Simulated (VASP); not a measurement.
# NbP (P-6m2) in VASP: single point with PBEsol

Aim: the single point of NbP with PBEsol.

All numbers are computed with VASP 6.6.1; they aren't measurements. Logs are shortened: lines on timing, memory, paths and dates and some standing lists are left out, and cuts for length are marked.

## Step 1: The structure

It takes space group P-6m2 (No. 187, hexagonal). Conventional cell: a = 3.267 Å, b = 3.267 Å, c = 3.234 Å, α = 90.00°, β = 90.00°, γ = 120.00°. Around Nb (site symmetry -6m2) lie 6 P at 2.48 Å. P (site symmetry -6m2) is surrounded by 6 Nb at 2.48 Å.

The cell was built by a generator and needn't be a form met in nature.

## Step 2: Single point, PBEsol

The input, INCAR:

```
SYSTEM = NbP
ALGO = Fast
EDIFF = 1E-6
ENCUT = 520
GGA = PS
ISIF = 2
ISMEAR = -1
LASPH = .TRUE.
LCHARG = .FALSE.
LREAL = .FALSE.
LWAVE = .FALSE.
NBANDS = 16
NELM = 100
PREC = Accurate
SIGMA = 0.1
```

The input, KPOINTS:

```
k-points
0
G
  12 12 10
  0 0 0
```

The input, POSCAR:

```
NbP
1.0
    3.2668293900      0.0000000000      0.0000000000
   -1.6334152000      2.8291571400      0.0000000000
    0.0000000000      0.0000000000      3.2343938800
Nb P
1 1
Direct
    0.0000000000      0.0000000000      0.0000000000
    0.3333000000      0.6667000000      0.5000000000
```

Potentials or basis: VASP PAW PBE potentials, release 64 (Nb_sv, P).

The run is started by

```
cat potpaw_PBE.64/Nb_sv/POTCAR potpaw_PBE.64/P/POTCAR > POTCAR
mpirun -np 1 vasp_std > vasp.out
```

OUTCAR:

```text
SYSTEM = NbP
   EDIFF = 1E-6
   ENCUT = 520
   GGA = PS
   ISIF = 2
   ISMEAR = -1
   LASPH = .TRUE.
   LREAL = .FALSE.
   NELM = 100
   PREC = Accurate

 ion  position               nearest neighbor table
   1  0.000  0.000  0.000-   2 2.48   2 2.48   2 2.48   2 2.48   2 2.48   2 2.48
   2  0.333  0.667  0.500-   1 2.48   1 2.48   1 2.48   1 2.48   1 2.48   1 2.48

  LATTYP: Found a hexagonal cell.
 ALAT       =     3.2668293900
 C/A-ratio  =     0.9900712568

  Lattice vectors:

 A1 = (   3.2668293900,   0.0000000000,   0.0000000000)
 A2 = (  -1.6334152000,   2.8291571400,   0.0000000000)
 A3 = (   0.0000000000,   0.0000000000,   3.2343938800)

Analysis of symmetry for initial positions (statically):
=====================================================================
 Subroutine PRICEL returns:
 Original cell was already a primitive cell.

 Routine SETGRP: Setting up the symmetry group for a
 hexagonal supercell.

 Subroutine GETGRP returns: Found  4 space group operations
 (whereof  4 operations were pure point group operations)
 out of a pool of 24 trial point group operations.

The static configuration has the point symmetry C_2v.

Analysis of symmetry for dynamics (positions and initial velocities):
=====================================================================
 Subroutine PRICEL returns:
 Original cell was already a primitive cell.

 Routine SETGRP: Setting up the symmetry group for a
 hexagonal supercell.

 Subroutine GETGRP returns: Found  4 space group operations
 (whereof  4 operations were pure point group operations)
 out of a pool of 24 trial point group operations.

The dynamic configuration has the point symmetry C_2v.

 Subroutine INISYM returns: Found  4 space group operations
 (whereof  4 operations are pure point group operations),
 and found     1 'primitive' translations

----------------------------------------------------------------------------------------

                                     Primitive cell

  volume of cell :      29.8935

  direct lattice vectors                    reciprocal lattice vectors
     3.266829390  0.000000000  0.000000000     0.306107201  0.176731136  0.000000000
    -1.633415200  2.829157140  0.000000000     0.000000000  0.353462162  0.000000000
     0.000000000  0.000000000  3.234393880     0.000000000  0.000000000  0.309176939

  length of vectors
     3.266829390  3.266829555  3.234393880     0.353462180  0.353462162  0.309176939

  position of ions in fractional coordinates (direct lattice)
     0.000000000  0.000000000  0.000000000
     0.333300000  0.666700000  0.500000000

  ion indices of the primitive-cell ions
   primitive index   ion index
                 1           1
                 2           2

----------------------------------------------------------------------------------------

 KPOINTS: k-points

Automatic generation of k-mesh.
 Grid dimensions read from file:
 generate k-points for:   12   12   10

 Generating k-lattice:

  Cartesian coordinates                     Fractional coordinates (reciprocal lattice)
     0.025508933  0.014727595  0.000000000     0.083333333  0.000000000  0.000000000
     0.000000000  0.029455180  0.000000000     0.000000000  0.083333333  0.000000000
     0.000000000  0.000000000  0.030917694     0.000000000  0.000000000  0.100000000

  Length of vectors
     0.029455182  0.029455180  0.030917694

  Shift w.r.t. Gamma in fractional coordinates (k-lattice)
     0.000000000  0.000000000  0.000000000

 Subroutine IBZKPT returns following result:
 ===========================================

 Found    258 irreducible k-points:

 Following reciprocal coordinates:
            Coordinates               Weight
  0.000000  0.000000  0.000000      1.000000
  0.083333 -0.000000  0.000000      4.000000
 -0.083333  0.083333  0.000000      2.000000
  0.166667 -0.000000  0.000000      4.000000
 -0.166667  0.166667  0.000000      2.000000
  0.250000  0.000000  0.000000      4.000000
[... 16 lines left out ...]
 -0.083333  0.416667  0.000000      4.000000
 -0.416667  0.333333  0.000000      4.000000
 [... further k-points ...]
   k-points           NKPTS =    258   k-points in BZ     NKDIM =    258   number of bands    NBANDS=     16
   number of dos      NEDOS =    301   number of ions     NIONS =      2
   total plane-waves  NPLWV =  13824
   dimension x,y,z NGX =    24 NGY =   24 NGZ =   24
   dimension x,y,z NGXF=    48 NGYF=   48 NGZF=   48
   ions per type =               1   1
   NGX,Y,Z   is equivalent  to a cutoff of  12.21, 12.21, 12.34 a.u.
   NGXF,Y,Z  is equivalent  to a cutoff of  24.43, 24.43, 24.67 a.u.
 SYSTEM =  NbP
   PREC   = accura    normal or accurate (medium, high low for compatibility)
   ISTART =      0    job   : 0-new  1-cont  2-samecut
   ICHARG =      2    charge: 1-file 2-atom 10-const
   ISPIN  =      1    spin polarized calculation?
   LNONCOLLINEAR =      F non collinear calculations
   LSORBIT =      F    spin-orbit coupling
   LASPH  =      T    aspherical Exc in radial PAW
   ENCUT  =  520.0 eV  38.22 Ry    6.18 a.u.   6.07  6.07  6.01*2*pi/ulx,y,z
   NELM   =    100;   NELMIN=  2; NELMDL= -5     # of ELM steps
   EDIFF  = 0.1E-05   stopping-criterion for ELM
   LREAL  =      F    real-space projection
   EDIFFG = 0.1E-04   stopping-criterion for IOM
   NSW    =      0    number of steps for IOM
   IBRION =     -1    ionic relax: 0-MD 1-quasi-New 2-CG
   NFREE  =      0    steps in history (QN), initial steepest desc. (CG)
   ISIF   =      2    stress and relaxation
   ISYM   =      2    0-nonsym 1-usesym 2-fastsym
   POTIM  = 0.5000    time-step for ionic-motion
   TEBEG  =    0.0;   TEEND  =   0.0 temperature during run
   PSTRESS=    0.0 pullay stress
   NELECT =      18.0000    total number of electrons
   NUPDOWN=      -1.0000    fix difference up-down
   EMIN   =  10.00;   EMAX   =-10.00  energy-range for DOS
   EFERMI =   0.00;   METHOD = LEGACY
   ISMEAR =    -1;   SIGMA  =   0.10  broadening in eV -4-tet -1-fermi 0-gaus
   EFERMI_NEDOS =   21; number of points for ismear=-14 and -15
   IALGO  =     68    algorithm
   IMIX   =      4    mixing-type and parameters
     AMIX     =   0.40;   BMIX     =  1.00
     AMIX_MAG =   1.60;   BMIX_MAG =  1.00
  volume/ion in A,a.u.               =      14.95       100.87
  Fermi-wavevector in a.u.,A,eV,Ry     =   1.382421  2.612396 26.001912  1.911087
  Thomas-Fermi vector in A             =   2.507113
   LORBIT       =      0    0 simple, 1 ext, 2 COOP (PROOUT), +10 PAW based schemes
   GGA     = PS    functional components
   LHFCALC =     F    Hartree Fock is set to
   AEXX    =    0.0000 exact exchange contribution
   IVDW    =     0    specifies the selected vdW correction
   LEPSILON=     F    determine dielectric tensor
   LRPA    =     F    only Hartree local field effects (RPA)
 non-spin polarized calculation
 RMM-DIIS sequential band-by-band and
  energy-cutoff  :      520.00
  volume of cell :       29.89
 maximum number of plane-waves:       825
   NGX = 13   NGY = 13   NGZ = 13

 number of electron      18.0000000 magnetization

 Free energy of the ion-electron system (eV)
  ---------------------------------------------------
  ext. energy  EPLUGINS =         0.00000000
  ---------------------------------------------------
  free energy    TOTEN  =       -18.85674100 eV

  energy without entropy =      -18.83735365  energy(sigma->0) =      -18.84704733

 E-fermi :  11.3111     XC(G=0): -12.4593

 val. band max:       11.2534216758   @ k =  -0.0833   0.0833   0.3000
 cond. band min:      11.3326860046   @ k =   0.0000   0.0000   0.0000
 fundamental gap:      0.0792643288
 Fermi energy:        11.3110980446

 k-point     1 :       0.0000    0.0000    0.0000
  band No.  band energies     occupation
      1     -43.1692      2.00000
      2     -19.2488      2.00000
      3     -19.1021      2.00000
      4     -19.1021      2.00000
      5      -1.5954      2.00000
      6       8.2685      2.00000
[... 8 lines left out ...]
     15      21.1374      0.00000
     16      21.1389      0.00000

 k-point     2 :       0.0833   -0.0000    0.0000
  band No.  band energies     occupation
      1     -43.1660      2.00000
      2     -19.2443      2.00000
      3     -19.1360      2.00000
      4     -19.1096      2.00000
      5      -1.4662      2.00000
      6       8.1762      2.00000
[... 8 lines left out ...]
     15      20.7086      0.00000
     16      21.5497      0.00000

 k-point     3 :      -0.0833    0.0833    0.0000
  band No.  band energies     occupation
      1     -43.1660      2.00000
      2     -19.2443      2.00000
      3     -19.1361      2.00000
      4     -19.1095      2.00000
      5      -1.4662      2.00000
      6       8.1762      2.00000
[... 8 lines left out ...]
     15      20.7236      0.00000
     16      21.5604      0.00000

 k-point     4 :       0.1667   -0.0000    0.0000
  band No.  band energies     occupation
      1     -43.1571      2.00000
      2     -19.2318      2.00000
      3     -19.2275      2.00000
      4     -19.1298      2.00000
      5      -1.0956      2.00000
      6       7.6423      2.00000
[... 8 lines left out ...]
     15      20.6152      0.00000
     16      22.5852      0.00000
[... 324 lines left out ...]
 k-point    22 :       0.3333    0.0833    0.0000
  band No.  band energies     occupation
      1     -43.1266      2.00000
      2     -19.5139      2.00000
      3     -19.2143      2.00000
      4     -19.1891      2.00000
      5       0.5067      2.00000
      6       5.6991      2.00000
[... 8 lines left out ...]
     15      21.6888      0.00000
     16      23.6009      0.00000

 k-point    23 :      -0.0833    0.4167    0.0000
  band No.  band energies     occupation
      1     -43.1266      2.00000
      2     -19.5139      2.00000
      3     -19.2143      2.00000
      4     -19.1891      2.00000
      5       0.5068      2.00000
      6       5.6991      2.00000
[... 8 lines left out ...]
     15      21.6888      0.00000
     16      23.6333      0.00000

 k-point    24 :      -0.4167    0.3333    0.0000
  band No.  band energies     occupation
      1     -43.1266      2.00000
      2     -19.5139      2.00000
      3     -19.2142      2.00000
      4     -19.1891      2.00000
      5       0.5070      2.00000
      6       5.6989      2.00000
[... 8 lines left out ...]
     15      21.6888      0.00000
     16      23.6015      0.00000

 [... further k-points ...]

------------------------ aborting loop because EDIFF is reached ----------------------------------------

  FORCE on cell =-STRESS in cart. coord.  units (eV):
  Direction    XX          YY          ZZ          XY          YZ          ZX
  --------------------------------------------------------------------------------------
  -------------------------------------------------------------------------------------
  Total        1.4724198      1.4705496      2.5944725     -0.0016197      0.0000000      0.0000000
  in kB       78.9161313     78.8159000    139.0539156     -0.0868119      0.0000000      0.0000000
  external PRESSURE =      98.9286490 kB  Pullay stress =       0.0000000 kB

 VOLUME and BASIS-vectors are now :
 -----------------------------------------------------------------------------
  energy-cutoff  :      520.00
  volume of cell :       29.89
      direct lattice vectors                 reciprocal lattice vectors
     3.266829390  0.000000000  0.000000000     0.306107201  0.176731136  0.000000000
    -1.633415200  2.829157140  0.000000000     0.000000000  0.353462162  0.000000000
     0.000000000  0.000000000  3.234393880     0.000000000  0.000000000  0.309176939

 POSITION                                       TOTAL-FORCE (eV/Angst)
 -----------------------------------------------------------------------------------
      0.00000      0.00000      0.00000        -0.002210      0.001276      0.000000
     -0.00016      1.88620      1.61720         0.002210     -0.001276      0.000000
 -----------------------------------------------------------------------------------
    total drift:                               -0.000009      0.000007      0.000000

  FREE ENERGIE OF THE ION-ELECTRON SYSTEM (eV)
  ---------------------------------------------------
  free  energy   TOTEN  =       -18.8567410049 eV

  energy  without entropy=      -18.8373536471  energy(sigma->0) =      -18.84704733
```

Run time: 81 s. Hardware: 1 thread of Intel Xeon Platinum 8488C (Sapphire Rapids), shared host; peak memory 0.23 GiB.

Results:

```
Free energy            : -18.8567 eV
Pressure               : 9.9 GPa
Band gap on the k mesh : none (metal or under the smearing width)
```

Forces in eV/Å, atoms in the order of the input:
```
Nb  -0.002  0.001  0.000
P    0.002 -0.001  0.000
```

Caveat: the PAW data sets were made with another functional, which shifts forces and pressure a little.
